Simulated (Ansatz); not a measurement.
# CdO (Monteponite): Wannier functions and tight-binding models, part 2 of 3

Where do the localised orbitals of CdO (Monteponite) sit, how far are they spread, and how do the settings change that? The runs, in order: PBE, anion s p, 6×6×6; PBE, anion p, 6×6×6; PBE, metal d and anion p, 6×6×6; PBE, metal d, 6×6×6; r2SCAN, anion s p, 6×6×6; r2SCAN, metal d and anion p, 6×6×6; HSE06, anion s p, 6×6×6; HSE06, anion p, 6×6×6 (level, trial orbitals, Wannier mesh).

Ansatz 0.2.0; plane waves, PAW. Earlier steps stand in the parts before.

## Step 4: PBE, metal d and anion p, 6×6×6

Input file input.yaml:

```yaml
crystal:
  lattice:
    - [0.0, 2.3530040401, 2.3530040401]
    - [2.3530040401, 0.0, 2.3530040401]
    - [2.3530040401, 2.3530040401, 0.0]
  atoms:
    - { symbol: Cd, position: [0.0, 0.0, 0.0] }
    - { symbol: O, position: [0.5, 0.5, 0.5] }
kpoints:
  mp_grid: { grid: [8, 8, 8] }
  band_path:
    path:
      - [[0.0, 0.0, 0.0], [0.5, -1.292518045139e-34, 0.5], [0.625, 0.25, 0.625]]
      - [[0.375, 0.375, 0.75], [0.0, 0.0, 0.0], [0.5, 0.5, 0.5], [0.5, 0.25, 0.75], [0.5, -1.292518045139e-34, 0.5]]
    npoints: 10
hamiltonian:
  xc: pbe
scf:
  occupations: { method: fermi_dirac, width: 0.02 }
  n_extra_bands: 6
output:
  forces: false
  stress: false
  eigenvalues: true
  wannier:
    kmesh: [6, 6, 6]
    projections: [{ species: Cd, l: d, shell: 4 }, { species: O, l: p, shell: 2 }]
    minimise: true
    write_hr: true
    conv_tol: 1.0e-08
    max_iter: 3000
```

On the command line:

```
> ansatz run input.yaml --threads 4 --pin off --max-ram 3686MiB --backend cpu --events-out ev --progress --plain --runs-dir out
```

Standard output:

```text
Warning: RAYON_NUM_THREADS=4 ignored (pool sized by the plan → 4); use --threads N
scf.n_extra_bands = 6 over 13 filled bands (N_el = 26.0): the run solves 19 bands
Engine: ansatz 0.2.0, aarch64-unknown-linux-gnu
Pseudopotentials: kind: paw
Pseudopotential: Cd, paw, valence charge 20, recommended cutoff 420 eV (normal), Cd.paw.azcp
Pseudopotential: O, paw, valence charge 6, recommended cutoff 420 eV (normal), O.paw.azcp
Functional definition: PBE
  parameter kappa = 0.804
  parameter beta = 0.06672455060314922
  exchange = pbe_x(kappa = kappa, mu = beta*pi^2/3)
  correlation = pbe_c(beta = beta)
Crystal: 2 atoms, lattice volume = 26.055 Å³
Basis set: ecut = 420 eV, 531 PW (Γ)
Bands: 19, of which v1, the nominal top of the filled ones, is band 13 counted from 1 (12 counted from 0)
Symmetry: 48 space group operations
Space group: Fm-3m (ITA 225), of the structure as read, at distance tolerance 3.0e-5 Å
k-points: 29 of 512
Non-local potential: Cd, projectors of the file, l = 0: 3, l = 1: 2, l = 2: 2, l = 3: 1
Non-local potential: O, projectors of the file, l = 0: 2, l = 1: 2, l = 2: 1
PAW form: soft (Blöchl's): semilocal exchange-correlation on the pseudo side does not see the compensation charge
PAW one-centre angular grid: Cd, 590 points (default); XC on 64 Gauss nodes
PAW one-centre angular grid: O, 110 points (default); XC on 64 Gauss nodes
Initial density: superposition of atomic densities (neutral atoms: chi_scale 0, normalization atom), corrected by the library's trained network
Initial wavefunctions: pseudopotential atomic-orbital guess
Functional: x = pbe(κ = 0.804, μ = 0.2195149727645171), c = pbe(β = 0.06672455060314922)
SCF iter   1: F=—  HF=-8821.424132 eV  |F-HF|=—  |Δ(HF+E_count)|=         —  Δρ=1.00e-3  dr2=1.33e-4  ethr=1.77e-3  ⟨swp⟩=5.0  Hψ=2471  notcnv=0
preconditioner: auto → none  [insulator: Δε(μ)=0.950 eV  Ē_g=18.550 eV  σ=0.020 eV  W_gap=0.90  n_scr=14 (ndim 8)  ℏωp=30.9 eV  f_vac=0.002  D(μ)=0.18/eV (n_scr^D=0)  ε∞_Penn≈3.8]
SCF iter   2: F=—  HF=-8821.424445 eV  |F-HF|=—  |Δ(HF+E_count)|=   3.13e-4  Δρ=3.43e-4  dr2=6.79e-6  ethr=5.10e-7  ⟨swp⟩=2.9  Hψ=1187  notcnv=0  defer=24
SCF iter   3: F=—  HF=-8821.424503 eV  |F-HF|=—  |Δ(HF+E_count)|=   5.83e-5  Δρ=1.46e-4  dr2=1.28e-6  ethr=2.61e-8  ⟨swp⟩=2.2  Hψ=767  notcnv=0  defer=24
iter 4 did not close the SCF: its close was put off for the readings that it lacked (scf_convergence_deferred on its scf_iter line)
SCF iter   4: F=-8821.424511 eV  HF=-8821.424511 eV  |F-HF|=1.64e-8  |Δ(HF+E_count)|=   7.35e-6  Δρ=1.10e-5  dr2=1.46e-8  ethr=4.91e-9  ⟨swp⟩=2.0  Hψ=770  notcnv=0  defer=24
iter 5 did not close the SCF: its close was put off for the readings that it lacked (scf_convergence_deferred on its scf_iter line)
SCF iter   5: F=-8821.424511 eV  HF=-8821.424511 eV  |F-HF|=3.22e-10  |Δ(HF+E_count)|=   2.16e-8  Δρ=2.11e-6  dr2=5.70e-10  ethr=5.61e-11  ⟨swp⟩=2.0  Hψ=770  notcnv=0  defer=24
SCF iter   6: F=-8821.424511 eV  HF=-8821.424511 eV  |F-HF|=1.64e-11  |Δ(HF+E_count)|=  5.31e-10  Δρ=3.59e-7  dr2=3.13e-11  ethr=2.19e-12  ⟨swp⟩=3.9  Hψ=1851  notcnv=0
SCF 1 converged in 6 iterations: F = -8821.424511 eV  dr2 = 3.13e-11
NSCF: frozen V_eff on 62 k-points
NSCF: frozen V_eff on 19 k-points
the Wannier pass solved 19 of the 216 points of its mesh, and has the states at the others by symmetry: states obtained by the crystal's operations at points that were solved too leave a residual of 5.45e-13 eV (read by the count's bands and the next), within 4.17e-6 eV
SCF converged after 6 iterations
Free energy (F): -8821.424511 eV
Harris-Foulkes:  -8821.424511 eV  (|F-HF|=1.64e-11)
Internal energy: -8821.424221 eV  (E = F + TS)
E sigma→0 (E₀):  -8821.424366 eV
Entropy (-TS):   -0.000290 eV (-0.145 meV/atom)
Fermi energy:    12.647639 eV
--- Per-component energies (eV) ---
  E_band       = -353.971464
  E_kinetic    = 679.959290
  E_local      = -3043.345036  (includes V_loc(G=0)·N_el)
  E_nonlocal   = 83.859186
  E_hartree    = 1409.956656
  E_xc         = -250.315448
  E_vxc        = -315.575481  (∫ρ·V_xc dr)
  E_paw        = -4243.099099  (= ΣΔE_a)
  E_vpaw       = -578.785017  (= ΣTr[D̂ρ^β])
  E_aug_tail   = 0.002389  (compensation charges beyond the density's cutoff)
  E_ewald      = -3458.442159
  E_smearing   = -0.000290  (= −TS)
  E_closure    = -0.000000  (closes the sum)
  Σ components = -8821.424511   (vs F -8821.424511, Δ=0.00e0)
--- Band table (eV; the first three rows and the last of 29) ---
  k-point 0: bands = ["-87.7970", "-48.8877", "-48.8877", "-48.8877", "-4.7208", "5.9133", "5.9133", "5.9133", "6.2148", "6.2148", "11.2607", "11.2607", "11.2607", "12.1886", "27.1218", "29.6142", "29.6142", "29.6142", "30.7170"]
  k-point 1: bands = ["-87.7969", "-48.8900", "-48.8880", "-48.8880", "-4.6158", "5.8483", "5.9252", "5.9252", "6.1278", "6.1278", "10.1317", "11.4718", "11.4718", "13.5509", "25.5517", "28.3783", "28.3783", "28.7664", "31.1401"]
  k-point 2: bands = ["-87.7966", "-48.8958", "-48.8889", "-48.8889", "-4.3498", "5.5914", "5.6975", "5.6975", "6.2153", "6.2153", "9.1763", "11.9543", "11.9543", "15.2261", "22.7814", "26.4526", "26.4526", "29.0566", "32.0321"]
  k-point 28: bands = ["-87.7958", "-48.8986", "-48.8986", "-48.8942", "-3.9834", "5.7273", "5.7903", "5.7903", "6.5966", "6.7985", "9.6382", "9.6382", "10.7472", "18.6029", "21.5057", "21.5057", "23.3341", "31.0452", "31.0452"]
Wannier search: line search 1 of at most 3000: gauge-dependent spread (as the search counts it) 0.2436014 Å², largest recent change 3.7e-2 Å² and fall left 1.5e-5 Å² against conv_tol 1.0e-8 Å², 0 stops escaped
```

Run time: 1.4 s. Hardware: 4 threads of Arm Neoverse V1, shared host; peak memory 0.28 GiB.

wannier.win, as written (k points left out):

```
! ansatz wannier90 interface
! projections by site (counted from 0) and shell: 0 4D, 1 2P
! states of the run's bands (counted from 1): 6-13
! their least projectability: 0.6991
num_bands = 8
num_wann  = 8
num_iter  = 2000
conv_tol = 1e-8
conv_window = 5
guiding_centres = true
write_hr = true

begin unit_cell_cart
Ang
  0.0  2.3530040401  2.3530040401
  2.3530040401  0.0  2.3530040401
  2.3530040401  2.3530040401  0.0
end unit_cell_cart

begin atoms_frac
Cd  0.0  0.0  0.0
O  0.5  0.5  0.5
end atoms_frac

mp_grid = 6 6 6
```

wannier.win names the bands that the functions span: 6-13 (counted from 1; 13 are filled by count, though the bands overlap).

The head of wannier.spreads.toml:

```toml
omega_i_ang2 = 6.3389224645333115
omega_d_ang2 = 0.00000000000000000000000000027620487125842947
omega_od_ang2 = 0.22070459216026705
omega_total_ang2 = 6.559627056693579
least_projectability = 0.6990722520440635
b_vectors_match_mmn = true
n_iter = 59
converged = true
rejected_fitted_steps = 0
```

The functions (centres in Å, on-site energies from the highest level of the last filled band):

| n | x | y | z | spread (Å²) | on-site (eV) | nearest atoms | distance (Å) |
| --- | --- | --- | --- | --- | --- | --- | --- |
| 1 | 0.000 | 0.000 | 0.000 | 0.591 | -6.210 | Cd1 | 0.00 |
| 2 | 0.000 | 0.000 | 0.000 | 0.588 | -6.229 | Cd1 | 0.00 |
| 3 | 0.000 | 0.000 | 0.000 | 0.590 | -6.211 | Cd1 | 0.00 |
| 4 | 0.000 | 0.000 | 0.000 | 0.582 | -6.279 | Cd1 | 0.00 |
| 5 | 0.000 | 0.000 | 0.000 | 0.588 | -6.228 | Cd1 | 0.00 |
| 6 | 2.353 | 2.353 | 2.353 | 1.207 | -2.695 | O2 | 0.00 |
| 7 | 2.353 | 2.353 | 2.353 | 1.207 | -2.695 | O2 | 0.00 |
| 8 | 2.353 | 2.353 | 2.353 | 1.207 | -2.695 | O2 | 0.00 |

The largest hoppings ⟨m, 0|H|n, R⟩, one of each Hermitian pair (signs follow the phases of the functions):

| m | n | R | distance (Å) | t (eV) |
| --- | --- | --- | --- | --- |
| 7 | 3 | 0 0 1 | 2.35 | 0.510 |
| 7 | 3 | 1 1 0 | 2.35 | -0.510 |
| 8 | 1 | 0 1 0 | 2.35 | -0.509 |
| 8 | 1 | 1 0 1 | 2.35 | 0.509 |
| 7 | 4 | 0 0 1 | 2.35 | 0.493 |
| 7 | 4 | 1 1 0 | 2.35 | -0.493 |
| 8 | 4 | 1 0 1 | 2.35 | 0.490 |
| 8 | 4 | 0 1 0 | 2.35 | -0.490 |
| 7 | 5 | 0 1 1 | 2.35 | -0.469 |
| 7 | 5 | 1 0 0 | 2.35 | 0.469 |
| 8 | 2 | 0 1 1 | 2.35 | -0.466 |
| 8 | 2 | 1 0 0 | 2.35 | 0.466 |
| 7 | 2 | 1 0 0 | 2.35 | -0.466 |
| 7 | 2 | 0 1 1 | 2.35 | 0.466 |

Interpolated bands at the corners of the path, eV from the highest level of the last filled band:

| point | e1 | e2 | e3 | e4 | e5 | e6 | e7 | e8 |
| --- | --- | --- | --- | --- | --- | --- | --- | --- |
| Γ | -6.69 | -6.69 | -6.69 | -6.39 | -6.39 | -1.34 | -1.34 | -1.34 |
| X | -7.14 | -6.13 | -6.01 | -6.01 | -5.70 | -4.28 | -2.30 | -2.30 |
| U | -7.12 | -6.67 | -6.51 | -6.10 | -5.99 | -3.37 | -2.85 | -1.25 |
| K | -7.12 | -6.67 | -6.51 | -6.10 | -5.99 | -3.37 | -2.84 | -1.25 |
| Γ | -6.69 | -6.69 | -6.69 | -6.39 | -6.39 | -1.34 | -1.34 | -1.34 |
| L | -7.62 | -7.28 | -7.28 | -6.15 | -6.15 | -3.79 | 0.00 | 0.00 |
| W | -6.87 | -6.81 | -6.81 | -6.01 | -5.81 | -2.96 | -2.96 | -1.87 |
| X | -7.14 | -6.13 | -6.01 | -6.01 | -5.70 | -4.28 | -2.30 | -2.30 |

Along the path each interpolated band stays within 0.01, 0.01, 0.00, 0.00, 0.01, 0.19, 0.01, 0.02 eV of the nearest computed level, from the lowest band up.

## Step 5: PBE, metal d, 6×6×6

input.yaml: that of step 4 with these lines changed.

```diff
@@ -26,3 +26,3 @@
     kmesh: [6, 6, 6]
-    projections: [{ species: Cd, l: d, shell: 4 }, { species: O, l: p, shell: 2 }]
+    projections: [{ species: Cd, l: d, shell: 4 }]
     minimise: true
@@ -31 +31,5 @@
     max_iter: 3000
+  write_density: true
+  write_potential: true
+  elf: true
+  volumetric_format: npy
```

On the command line:

```
> ansatz run input.yaml --threads 4 --pin off --max-ram 3686MiB --backend cpu --events-out ev --progress --plain --runs-dir out
```

Standard output:

```text
Warning: RAYON_NUM_THREADS=4 ignored (pool sized by the plan → 4); use --threads N
scf.n_extra_bands = 6 over 13 filled bands (N_el = 26.0): the run solves 19 bands
[... 9 set-up lines as earlier in the session ...]
Crystal: 2 atoms, lattice volume = 26.055 Å³
Basis set: ecut = 420 eV, 531 PW (Γ)
Bands: 19, of which v1, the nominal top of the filled ones, is band 13 counted from 1 (12 counted from 0)
[... 2 set-up lines as earlier in the session ...]
k-points: 29 of 512
[... 8 set-up lines as earlier in the session ...]
SCF iter   1: F=—  HF=-8821.424132 eV  |F-HF|=—  |Δ(HF+E_count)|=         —  Δρ=1.00e-3  dr2=1.33e-4  ethr=1.77e-3  ⟨swp⟩=5.0  Hψ=2471  notcnv=0
preconditioner: auto → none  [insulator: Δε(μ)=0.950 eV  Ē_g=18.550 eV  σ=0.020 eV  W_gap=0.90  n_scr=14 (ndim 8)  ℏωp=30.9 eV  f_vac=0.002  D(μ)=0.18/eV (n_scr^D=0)  ε∞_Penn≈3.8]
SCF iter   2: F=—  HF=-8821.424445 eV  |F-HF|=—  |Δ(HF+E_count)|=   3.13e-4  Δρ=3.43e-4  dr2=6.79e-6  ethr=5.10e-7  ⟨swp⟩=2.9  Hψ=1187  notcnv=0  defer=24
SCF iter   3: F=—  HF=-8821.424503 eV  |F-HF|=—  |Δ(HF+E_count)|=   5.83e-5  Δρ=1.46e-4  dr2=1.28e-6  ethr=2.61e-8  ⟨swp⟩=2.2  Hψ=767  notcnv=0  defer=24
iter 4 did not close the SCF: its close was put off for the readings that it lacked (scf_convergence_deferred on its scf_iter line)
SCF iter   4: F=-8821.424511 eV  HF=-8821.424511 eV  |F-HF|=1.64e-8  |Δ(HF+E_count)|=   7.35e-6  Δρ=1.10e-5  dr2=1.46e-8  ethr=4.91e-9  ⟨swp⟩=2.0  Hψ=770  notcnv=0  defer=24
iter 5 did not close the SCF: its close was put off for the readings that it lacked (scf_convergence_deferred on its scf_iter line)
SCF iter   5: F=-8821.424511 eV  HF=-8821.424511 eV  |F-HF|=3.22e-10  |Δ(HF+E_count)|=   2.16e-8  Δρ=2.11e-6  dr2=5.70e-10  ethr=5.61e-11  ⟨swp⟩=2.0  Hψ=770  notcnv=0  defer=24
SCF iter   6: F=-8821.424511 eV  HF=-8821.424511 eV  |F-HF|=1.64e-11  |Δ(HF+E_count)|=  5.31e-10  Δρ=3.59e-7  dr2=3.13e-11  ethr=2.19e-12  ⟨swp⟩=3.9  Hψ=1851  notcnv=0
SCF 1 converged in 6 iterations: F = -8821.424511 eV  dr2 = 3.13e-11
NSCF: frozen V_eff on 62 k-points
NSCF: frozen V_eff on 19 k-points
the Wannier pass solved 19 of the 216 points of its mesh, and has the states at the others by symmetry: states obtained by the crystal's operations at points that were solved too leave a residual of 5.45e-13 eV (read by the count's bands and the next), within 4.17e-6 eV
SCF converged after 6 iterations
Free energy (F): -8821.424511 eV
Harris-Foulkes:  -8821.424511 eV  (|F-HF|=1.64e-11)
Internal energy: -8821.424221 eV  (E = F + TS)
E sigma→0 (E₀):  -8821.424366 eV
Entropy (-TS):   -0.000290 eV (-0.145 meV/atom)
Fermi energy:    12.647639 eV
--- Per-component energies (eV) ---
  E_band       = -353.971464
  E_kinetic    = 679.959290
  E_local      = -3043.345036  (includes V_loc(G=0)·N_el)
  E_nonlocal   = 83.859186
  E_hartree    = 1409.956656
  E_xc         = -250.315448
  E_vxc        = -315.575481  (∫ρ·V_xc dr)
  E_paw        = -4243.099099  (= ΣΔE_a)
  E_vpaw       = -578.785017  (= ΣTr[D̂ρ^β])
  E_aug_tail   = 0.002389  (compensation charges beyond the density's cutoff)
  E_ewald      = -3458.442159
  E_smearing   = -0.000290  (= −TS)
  E_closure    = -0.000000  (closes the sum)
  Σ components = -8821.424511   (vs F -8821.424511, Δ=0.00e0)
--- Band table (eV; the first three rows and the last of 29) ---
  k-point 0: bands = ["-87.7970", "-48.8877", "-48.8877", "-48.8877", "-4.7208", "5.9133", "5.9133", "5.9133", "6.2148", "6.2148", "11.2607", "11.2607", "11.2607", "12.1886", "27.1218", "29.6142", "29.6142", "29.6142", "30.7170"]
  k-point 1: bands = ["-87.7969", "-48.8900", "-48.8880", "-48.8880", "-4.6158", "5.8483", "5.9252", "5.9252", "6.1278", "6.1278", "10.1317", "11.4718", "11.4718", "13.5509", "25.5517", "28.3783", "28.3783", "28.7664", "31.1401"]
  k-point 2: bands = ["-87.7966", "-48.8958", "-48.8889", "-48.8889", "-4.3498", "5.5914", "5.6975", "5.6975", "6.2153", "6.2153", "9.1763", "11.9543", "11.9543", "15.2261", "22.7814", "26.4526", "26.4526", "29.0566", "32.0321"]
  k-point 28: bands = ["-87.7958", "-48.8986", "-48.8986", "-48.8942", "-3.9834", "5.7273", "5.7903", "5.7903", "6.5966", "6.7985", "9.6382", "9.6382", "10.7472", "18.6029", "21.5057", "21.5057", "23.3341", "31.0452", "31.0452"]
Wannier search: line search 1 of at most 3000: gauge-dependent spread (as the search counts it) 0.2006538 Å², largest recent change 6.2e-3 Å² and fall left 1.2e-6 Å² against conv_tol 1.0e-8 Å², 0 stops escaped
```

Run time: 0.99 s. Hardware: 4 threads of Arm Neoverse V1, shared host; peak memory 0.29 GiB.

wannier.win, as written (k points left out):

```
! ansatz wannier90 interface
! projections by site (counted from 0) and shell: 0 4D
! states of the run's bands (counted from 1): 6-10
! their least projectability: 0.7532
num_bands = 5
num_wann  = 5
num_iter  = 2000
conv_tol = 1e-8
conv_window = 5
guiding_centres = true
write_hr = true

begin unit_cell_cart
Ang
  0.0  2.3530040401  2.3530040401
  2.3530040401  0.0  2.3530040401
  2.3530040401  2.3530040401  0.0
end unit_cell_cart

begin atoms_frac
Cd  0.0  0.0  0.0
O  0.5  0.5  0.5
end atoms_frac

mp_grid = 6 6 6
```

wannier.win names the bands that the functions span: 6-10 (counted from 1; 13 are filled by count, though the bands overlap).

The head of wannier.spreads.toml:

```toml
omega_i_ang2 = 5.16046602649682
omega_d_ang2 = 0.00000000000000000000009541649762884047
omega_od_ang2 = 0.19834372340063014
omega_total_ang2 = 5.358809749897451
least_projectability = 0.7531806026511835
b_vectors_match_mmn = true
n_iter = 28
converged = true
rejected_fitted_steps = 1
```

The functions (centres in Å, on-site energies from the highest level of the last filled band):

| n | x | y | z | spread (Å²) | on-site (eV) | nearest atoms | distance (Å) |
| --- | --- | --- | --- | --- | --- | --- | --- |
| 1 | 0.000 | 0.000 | 0.000 | 1.327 | -6.640 | Cd1 | 0.00 |
| 2 | 0.000 | 0.000 | 0.000 | 0.902 | -6.630 | Cd1 | 0.00 |
| 3 | 0.000 | 0.000 | 0.000 | 0.902 | -6.630 | Cd1 | 0.00 |
| 4 | 0.000 | 0.000 | 0.000 | 1.327 | -6.640 | Cd1 | 0.00 |
| 5 | 0.000 | 0.000 | 0.000 | 0.902 | -6.630 | Cd1 | 0.00 |

The largest hoppings ⟨m, 0|H|n, R⟩, one of each Hermitian pair (signs follow the phases of the functions):

| m | n | R | distance (Å) | t (eV) |
| --- | --- | --- | --- | --- |
| 1 | 1 | 1 1 -1 | 4.71 | 0.171 |
| 4 | 4 | 1 -1 1 | 4.71 | 0.126 |
| 4 | 4 | 1 -1 -1 | 4.71 | 0.126 |
| 5 | 2 | 0 1 0 | 3.33 | -0.113 |
| 2 | 5 | 0 1 0 | 3.33 | -0.113 |
| 3 | 5 | 1 0 0 | 3.33 | -0.113 |
| 5 | 3 | 1 0 0 | 3.33 | -0.113 |
| 3 | 2 | 1 -1 0 | 3.33 | -0.113 |
| 2 | 3 | 1 -1 0 | 3.33 | -0.113 |
| 2 | 2 | 0 1 -1 | 3.33 | 0.100 |
| 3 | 3 | 1 0 -1 | 3.33 | 0.100 |
| 5 | 5 | 0 0 1 | 3.33 | 0.100 |
| 4 | 1 | 1 -1 -1 | 4.71 | -0.079 |
| 1 | 4 | 1 -1 -1 | 4.71 | -0.079 |

Interpolated bands at the corners of the path, eV from the highest level of the last filled band:

| point | e1 | e2 | e3 | e4 | e5 |
| --- | --- | --- | --- | --- | --- |
| Γ | -6.69 | -6.69 | -6.69 | -6.39 | -6.39 |
| X | -7.14 | -6.13 | -6.01 | -6.01 | -5.70 |
| U | -7.11 | -6.67 | -6.51 | -6.10 | -6.00 |
| K | -7.11 | -6.67 | -6.51 | -6.10 | -6.00 |
| Γ | -6.69 | -6.69 | -6.69 | -6.39 | -6.39 |
| L | -7.62 | -7.28 | -7.28 | -6.15 | -6.15 |
| W | -6.88 | -6.82 | -6.82 | -6.01 | -5.79 |
| X | -7.14 | -6.13 | -6.01 | -6.01 | -5.70 |

Along the path each interpolated band stays within 0.01, 0.06, 0.01, 0.00, 0.05 eV of the nearest computed level, from the lowest band up.

## Step 6: r2SCAN, anion s p, 6×6×6

input.yaml: that of step 5 with these lines changed.

```diff
@@ -16,3 +16,3 @@
 hamiltonian:
-  xc: pbe
+  xc: r2scan
 scf:
@@ -26,3 +26,3 @@
     kmesh: [6, 6, 6]
-    projections: [{ species: Cd, l: d, shell: 4 }]
+    projections: [{ species: O, l: s, shell: 2 }, { species: O, l: p, shell: 2 }]
     minimise: true
@@ -31,5 +31 @@
     max_iter: 3000
-  write_density: true
-  write_potential: true
-  elf: true
-  volumetric_format: npy
```

On the command line:

```
> ansatz run input.yaml --threads 4 --pin off --max-ram 3686MiB --backend cpu --events-out ev --progress --plain --runs-dir out
```

Standard output (excerpt; [...] marks lines left out):

```text
Warning: RAYON_NUM_THREADS=4 ignored (pool sized by the plan → 4); use --threads N
scf.n_extra_bands = 6 over 13 filled bands (N_el = 26.0): the run solves 19 bands
[...]
[... 1 set-up line as earlier in the session ...]
Pseudopotential: Cd, paw, valence charge 20, recommended cutoff 500 eV (meta_gga), Cd.paw.azcp
Pseudopotential: O, paw, valence charge 6, recommended cutoff 500 eV (meta_gga), O.paw.azcp
Functional definition: r2SCAN
[...]
Crystal: 2 atoms, lattice volume = 26.055 Å³
[...]
Entropy (-TS):   -0.000141 eV (-0.071 meV/atom)
Fermi energy:    12.347470 eV
[...]
--- Band table (eV; the first three rows and the last of 29) ---
  k-point 0: bands = ["-90.8570", "-51.0423", "-51.0423", "-51.0423", "-5.9788", "5.3758", "5.3758", "5.3758", "5.6939", "5.6939", "10.9159", "10.9159", "10.9159", "12.3700", "27.4725", "30.0648", "30.0648", "30.0648", "31.5326"]
[...]
Wannier search: line search 1 of at most 3000: gauge-dependent spread (as the search counts it) 0.7012164 Å², largest recent change 3.4e-2 Å² and fall left 6.2e-5 Å² against conv_tol 1.0e-8 Å², 0 stops escaped
```

Wall time 1.6 s (4 threads of Arm Neoverse V1, shared host); peak memory 0.34 GiB.

wannier.win names the bands that the functions span: 5, 11-13 (counted from 1; 13 are filled).

The head of wannier.spreads.toml:

```toml
omega_i_ang2 = 5.892354524347709
omega_d_ang2 = 0.0022274769068964836
omega_od_ang2 = 0.41431024567624714
omega_total_ang2 = 6.308892246930853
least_projectability = 0.6637802273276577
b_vectors_match_mmn = true
n_iter = 34
converged = true
rejected_fitted_steps = 0
```

The functions (centres in Å, on-site energies from the top of the filled bands):

| n | x | y | z | spread (Å²) | on-site (eV) | nearest atoms | distance (Å) |
| --- | --- | --- | --- | --- | --- | --- | --- |
| 1 | 2.186 | 2.186 | 2.520 | 1.577 | -5.934 | O2 | 0.29 |
| 2 | 2.520 | 2.520 | 2.520 | 1.577 | -5.934 | O2 | 0.29 |
| 3 | 2.520 | 2.186 | 2.186 | 1.577 | -5.934 | O2 | 0.29 |
| 4 | 2.186 | 2.520 | 2.186 | 1.577 | -5.934 | O2 | 0.29 |

Along the path each interpolated band stays within 0.00, 0.13, 0.02, 0.01 eV of the nearest computed level, from the lowest band up.

(Part 2 of 3 ends here.)
